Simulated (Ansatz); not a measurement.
A run of Ansatz 0.2.0:

input.yaml

```yaml
crystal:
  lattice:
    - [0.0, 1.9609, 1.9609]
    - [1.9609, 0.0, 1.9609]
    - [1.9609, 1.9609, 0.0]
  atoms:
    - { symbol: Pt, position: [0.0, 0.0, 0.0] }
hamiltonian:
  xc: pbesol
  pseudopotentials: { kind: paw }
kpoints:
  mp_grid: { grid: [12, 12, 12] }
scf:
  occupations: { method: fermi_dirac, width: 0.05 }
output:
  forces: true
  stress: true
  eigenvalues: true
relax:
  f_tol: 0.01
  max_steps: 40
  cell: { stress_tol: 0.05, p_target: 10.0 }
```

Potentials or basis: Ansatz PAW.

The run is started by

```console
$ ansatz run input.yaml --threads 2 --pin off --max-ram 5632MiB --backend cpu --events-out ev --progress --plain --runs-dir out
```

Hardware: 2 threads of Arm Neoverse V1, on a shared host.

Task: Estimate the wall time of this run.

Result: It took 3.1 s on 2 threads of Arm Neoverse V1 (shared host), peak memory 0.27 GiB. Counts: scf iterations 27, plane waves 283, k points 72, bands 13, ion steps 5.
